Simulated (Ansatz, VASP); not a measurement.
**Two plane-wave programs on Ca**

Contents of INCAR:

```
SYSTEM = Ca
PREC = Accurate
ENCUT = 600
EDIFF = 1E-6
ISMEAR = 0
SIGMA = 0.1
LREAL = .FALSE.
LASPH = .TRUE.
NELM = 100
ALGO = Normal
ISIF = 3
LWAVE = .FALSE.
LCHARG = .FALSE.
GGA = PS
IBRION = 2
NSW = 100
EDIFFG = -0.005
```

KPOINTS

```
Automatic mesh
0
G
  14 14 14
  0 0 0
```

File POSCAR:

```
Ca
1.0
   -2.2400000000      2.2400000000      2.2400000000
    2.2400000000     -2.2400000000      2.2400000000
    2.2400000000      2.2400000000     -2.2400000000
Ca
1
Direct
    0.0000000000      0.0000000000      0.0000000000
```

Input for Ansatz:

```yaml
crystal:
  lattice:
    - [-2.24, 2.24, 2.24]
    - [2.24, -2.24, 2.24]
    - [2.24, 2.24, -2.24]
  atoms:
    - { symbol: Ca, position: [0.0, 0.0, 0.0] }
basis:
  ecutwfc: 420
kpoints:
  mp_grid: { grid: [14, 14, 14] }
hamiltonian:
  xc: pbesol
scf:
  occupations: { method: gaussian, width: 0.1 }
output:
  forces: true
  stress: true
  eigenvalues: true
relax:
  adjacent_minimum: "off"
  f_tol: 0.005
  max_steps: 80
  cell: { stress_tol: 0.05 }
```

This isn't the form of Ca at room conditions, which is fcc.

Alike in both runs: task relaxation of cell and atoms; functional PBEsol; k mesh 14 × 14 × 14; occupations gaussian, width 0.1 eV; no spin polarisation.

|  | VASP | Ansatz |
| --- | --- | --- |
| version | VASP 6.6.1 | Ansatz 0.2.0 |
| potentials or method | VASP PAW PBE potentials, release 64 (Ca_sv) | scalar-relativistic, plane waves, PAW |
| plane-wave cutoff (eV) | 600 | 420 |
| valence electrons in the cell | 10 | 10 |

|  | VASP | Ansatz | Ansatz less VASP |
| --- | --- | --- | --- |
| gap on the k mesh at the Fermi level, each at its own relaxed structure (eV) | none | none | - |
| relaxed volume (Å³/atom) | 40.49 | 40.40 | -0.091 |
| relaxed cell length with the largest relative difference (Å) | 3.747 | 3.744 | -0.0028 |
| energy change over the relaxation (meV/atom) | -23 | -23 | -0.8 |

A gap of «none» marks a metal or a gap that the smearing closes.

Caveats: the PAW data sets were made with another functional, which shifts forces and pressure a little (VASP).
